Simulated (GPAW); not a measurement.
# Al (P6_3/mmc) in GPAW: notebook, part 2 of 2

GPAW 26.7.0. The steps go on from the part before.

**3. Relaxation of cell and atoms, PBEsol+D3**

Contents of run.py:

```python
from ase import Atoms
from ase.calculators.mixing import SumCalculator
from ase.filters import FrechetCellFilter
from ase.io import write
from ase.optimize import BFGS
from dftd3.ase import DFTD3
from gpaw import GPAW, PW, setup_paths

setup_paths.insert(0, '.')

atoms = Atoms(['Al', 'Al', 'Al', 'Al'],
              cell=[[2.8270770242, 0.0, 0.0],
                    [-1.4135385121, 2.4483205214, 0.0],
                    [0.0, 0.0, 9.18599307]],
              scaled_positions=[[0.6666666667, 0.3333333333, 0.75],
                                [0.0, 0.0, 0.5],
                                [0.3333333333, 0.6666666667, 0.25],
                                [0.0, 0.0, 0.0]],
              pbc=True)

calc = GPAW(mode=PW(600),
            xc='PBEsol',
            kpts={'size': (9, 9, 3), 'gamma': True},
            occupations={'name': 'fermi-dirac', 'width': 0.05},
            nbands=16,
            convergence={'density': 1e-05, 'forces': 0.0001},
            maxiter=150,
            txt='gpaw.txt')
atoms.calc = SumCalculator([calc, DFTD3(method='pbesol', damping='d3zero')])
opt = BFGS(FrechetCellFilter(atoms), trajectory='relax.traj', logfile='-')
done = opt.run(fmax=0.02, steps=60)
calc.write('gs.gpw')
write('result.traj', atoms)
print('Converged:', done)
print('Cell:', atoms.cell.cellpar().round(4))
print('Volume:', round(atoms.get_volume(), 4))
print(atoms.get_scaled_positions().round(5))
```

Potentials or basis: PAW data sets generated in the run's folder for this functional, pw.

Run with:

```bash
> gpaw-setup -f PBEsol Al
> OMP_NUM_THREADS=1 python run.py
```

Wall time 42 s (1 thread of Intel Xeon Platinum 8488C (Sapphire Rapids), shared host); peak memory 0.23 GiB.

The run converged. Its results:

| Quantity | Value |
| --- | --- |
| Free energy | -16.8231 eV |
| Relaxed volume | 15.92 Å³/atom |
| Relaxed cell | a = 2.809 Å, b = 2.809 Å, c = 9.317 Å, α = 90.00°, β = 90.00°, γ = 120.00° |
| Space group after relaxing (to 0.05 Å) | P6_3/mmc (No. 194) |
| Energy gained by relaxing | 2.9 meV/atom |
| Ionic steps | 5 |
| Pressure after relaxing | 0.1 GPa |
| Band gap on the k mesh | none (metal or under the smearing width) |
| Dispersion energy per atom | -0.134 eV |

Step by step:
| step | energy change (eV) | largest force (eV/Å) | pressure (GPa) | volume (Å³) |
| --- | --- | --- | --- | --- |
| 1 | 0.0000 | 0.0000 | 0.08 | 63.58 |
| 2 | -0.0013 | 0.0000 | 0.08 | 63.59 |
| 3 | -0.0099 | 0.0000 | 0.12 | 63.71 |
| 4 | -0.0116 | 0.0000 | 0.08 | 63.67 |
| 5 | -0.0117 | 0.0000 | 0.08 | 63.68 |

Final structure:
```
Al
1.0
     2.80928    0.00000    0.00000
    -1.40464    2.43291    0.00000
     0.00000    0.00000    9.31720
Al
4
Direct
  0.66667 0.33333 0.75000
  0.00000 0.00000 0.50000
  0.33333 0.66667 0.25000
  0.00000 0.00000 0.00000
```

Levels at points of the mesh, in eV from the Fermi level:
| k point | band 2 | band 3 | band 4 | band 5 | band 6 | band 7 | band 8 | band 9 | band 10 | band 11 |
| --- | --- | --- | --- | --- | --- | --- | --- | --- | --- | --- |
| (0.00, 0.00, 0.00) | -9.61 | -9.61 | -4.75 | -4.54 | 3.30 | 3.31 | 11.26 | 11.26 | 11.39 | 11.39 |

Caveat: later steps reuse the first step's grids; pairwise dispersion overbinds metals, which lowers pressure and volume.

**4. Relaxation of cell and atoms, PBEsol+D3(BJ)**

run.py: that of step 3 with these lines changed.

```diff
@@ -28,3 +28,3 @@
             txt='gpaw.txt')
-atoms.calc = SumCalculator([calc, DFTD3(method='pbesol', damping='d3zero')])
+atoms.calc = SumCalculator([calc, DFTD3(method='pbesol', damping='d3bj')])
 opt = BFGS(FrechetCellFilter(atoms), trajectory='relax.traj', logfile='-')
```

Run with:

```bash
> gpaw-setup -f PBEsol Al
> OMP_NUM_THREADS=1 python run.py
```

Wall time 50 s (1 thread of Intel Xeon Platinum 8488C (Sapphire Rapids), shared host); peak memory 0.23 GiB.

The run converged. Its results:

- Free energy: -17.6069 eV
- Relaxed volume: 15.61 Å³/atom
- Relaxed cell: a = 2.792 Å, b = 2.792 Å, c = 9.250 Å, α = 90.00°, β = 90.00°, γ = 120.00°
- Space group after relaxing (to 0.05 Å): P6_3/mmc (No. 194)
- Energy gained by relaxing: 4.1 meV/atom
- Ionic steps: 6
- Pressure after relaxing: 0.1 GPa
- Band gap on the k mesh: none (metal or under the smearing width)
- Dispersion energy per atom: -0.335 eV

Step by step:
```
step  energy change (eV)  largest force (eV/Å)  pressure (GPa)  volume (Å³)
   1              0.0000                0.0000           -1.60        63.58
   2             -0.0023                0.0000           -1.45        63.47
   3             -0.0152                0.0000            0.69        62.04
   4             -0.0158                0.0000            0.24        62.32
   5             -0.0159                0.0000            0.24        62.33
   6             -0.0162                0.0000            0.08        62.46
```

Final structure:
```
Al
1.0
     2.79233    0.00000    0.00000
    -1.39617    2.41823    0.00000
     0.00000    0.00000    9.24961
Al
4
Direct
  0.66667 0.33333 0.75000
  0.00000 0.00000 0.50000
  0.33333 0.66667 0.25000
  0.00000 0.00000 0.00000
```

Levels at points of the mesh, in eV from the Fermi level:
```csv
k point,band 3,band 4,band 5,band 6,band 7,band 8,band 9,band 10
"(0.00, 0.00, 0.00)",-9.72,-4.82,-4.55,3.35,3.36,11.40,11.40,11.50
```

Caveat: later steps reuse the first step's grids; pairwise dispersion overbinds metals, which lowers pressure and volume.

**5. Relaxation of cell and atoms, PBEsol+D3(BJ)+ATM**

run.py: that of step 4 with these lines changed.

```diff
@@ -28,3 +28,3 @@
             txt='gpaw.txt')
-atoms.calc = SumCalculator([calc, DFTD3(method='pbesol', damping='d3bj')])
+atoms.calc = SumCalculator([calc, DFTD3(damping='d3bj', params_tweaks=dict(method='pbesol', atm=True))])
 opt = BFGS(FrechetCellFilter(atoms), trajectory='relax.traj', logfile='-')
```

Run with:

```bash
> gpaw-setup -f PBEsol Al
> OMP_NUM_THREADS=1 python run.py
```

Wall time 52 s (1 thread of Intel Xeon Platinum 8488C (Sapphire Rapids), shared host); peak memory 0.23 GiB.

It converged, with:

```
Free energy                            : -17.5343 eV
Relaxed volume                         : 15.66 Å³/atom
Relaxed cell                           : a = 2.795 Å, b = 2.795 Å, c = 9.260 Å, α = 90.00°, β = 90.00°, γ = 120.00°
Space group after relaxing (to 0.05 Å) : P6_3/mmc (No. 194)
Energy gained by relaxing              : 3.5 meV/atom
Ionic steps                            : 6
Pressure after relaxing                : 0.2 GPa
Band gap on the k mesh                 : none (metal or under the smearing width)
Dispersion energy per atom             : -0.316 eV
```

The path:
```tsv
step	energy change (eV)	largest force (eV/Å)	pressure (GPa)	volume (Å³)
1	0.0000	0.0000	-1.25	63.58
2	-0.0019	0.0000	-1.13	63.50
3	-0.0130	0.0000	0.71	62.29
4	-0.0137	0.0000	0.26	62.57
5	-0.0138	0.0000	0.26	62.57
6	-0.0141	0.0000	0.16	62.65
```

Final structure:
```
CELL_PARAMETERS angstrom
2.79516 0.00000 0.00000
-1.39758 2.42068 0.00000
0.00000 0.00000 9.25971
ATOMIC_POSITIONS crystal
Al 0.66667 0.33333 0.75000
Al 0.00000 0.00000 0.50000
Al 0.33333 0.66667 0.25000
Al 0.00000 0.00000 0.00000
```

Levels at points of the mesh, in eV from the Fermi level:
```
           k point  band 3  band 4  band 5  band 6  band 7  band 8  band 9  band 10
(0.00, 0.00, 0.00)   -9.70   -4.81   -4.55    3.35    3.36   11.37   11.37    11.48
```

Caveat: later steps reuse the first step's grids; pairwise dispersion overbinds metals, which lowers pressure and volume.

**6. Relaxation of cell and atoms, PBEsol+D4**

run.py: that of step 5 with these lines changed.

```diff
@@ -5,3 +5,3 @@
 from ase.optimize import BFGS
-from dftd3.ase import DFTD3
+from dftd4.ase import DFTD4
 from gpaw import GPAW, PW, setup_paths
@@ -28,3 +28,3 @@
             txt='gpaw.txt')
-atoms.calc = SumCalculator([calc, DFTD3(damping='d3bj', params_tweaks=dict(method='pbesol', atm=True))])
+atoms.calc = SumCalculator([calc, DFTD4(method='pbesol')])
 opt = BFGS(FrechetCellFilter(atoms), trajectory='relax.traj', logfile='-')
```

Potentials or basis: PAW data sets generated in the run's folder for this functional, pw.

Run with:

```bash
> gpaw-setup -f PBEsol Al
> OMP_NUM_THREADS=1 python run.py
```

Wall time 46 s (1 thread of Intel Xeon Platinum 8488C (Sapphire Rapids), shared host); peak memory 0.21 GiB.

Results (log left out):

```yaml
Free_energy: -17.1132 eV
Relaxed_volume: 15.85 Å³/atom
Relaxed_cell: a = 2.806 Å, b = 2.806 Å, c = 9.300 Å, α = 90.00°, β = 90.00°, γ = 120.00°
Space_group_after_relaxing_to_0.05_Å: P6_3/mmc (No. 194)
Energy_gained_by_relaxing: 2.8 meV/atom
Ionic_steps: 5
Pressure_after_relaxing: 0.2 GPa
Band_gap_on_the_k_mesh: none (metal or under the smearing width)
Dispersion_energy_per_atom: -0.208 eV
```

The path:
| step | energy change (eV) | largest force (eV/Å) | pressure (GPa) | volume (Å³) |
| --- | --- | --- | --- | --- |
| 1 | 0.0000 | 0.0000 | -0.20 | 63.58 |
| 2 | -0.0013 | 0.0000 | -0.18 | 63.57 |
| 3 | -0.0096 | 0.0000 | 0.37 | 63.31 |
| 4 | -0.0112 | 0.0000 | 0.15 | 63.41 |
| 5 | -0.0113 | 0.0000 | 0.16 | 63.41 |

Final structure:
```
Al
1.0
     2.80594    0.00000    0.00000
    -1.40297    2.43001    0.00000
     0.00000    0.00000    9.30004
Al
4
Direct
  0.66667 0.33333 0.75000
  0.00000 0.00000 0.50000
  0.33333 0.66667 0.25000
  0.00000 0.00000 0.00000
```

Levels at points of the mesh, in eV from the Fermi level:
| k point | band 4 | band 5 | band 6 | band 7 | band 8 | band 9 |
| --- | --- | --- | --- | --- | --- | --- |
| (0.00, 0.00, 0.00) | -4.76 | -4.54 | 3.32 | 3.33 | 11.29 | 11.29 |

Caveat: later steps reuse the first step's grids; pairwise dispersion overbinds metals, which lowers pressure and volume.

**7. The runs side by side**

| level | gap on the mesh (eV) | pressure (GPa) | relaxed volume (Å³/atom) |
| --- | --- | --- | --- |
| PBEsol | none | 0.0 | 16.25 |
| PBEsol+D3 | none | 0.1 | 15.92 |
| PBEsol+D3(BJ) | none | 0.1 | 15.61 |
| PBEsol+D3(BJ)+ATM | none | 0.2 | 15.66 |
| PBEsol+D4 | none | 0.2 | 15.85 |

Alike in all rows: task relaxation of cell and atoms; potentials or basis PAW data sets generated in the run's folder for this functional, pw; no spin polarisation; cell relaxed; k mesh 9 × 9 × 3; cutoff (eV) 600; smearing fermi-dirac 0.05 eV.

Caveats: later steps reuse the first step's grids; pairwise dispersion overbinds metals, which lowers pressure and volume (some runs).

Absolute energies hang on the potentials; compare differences alone.
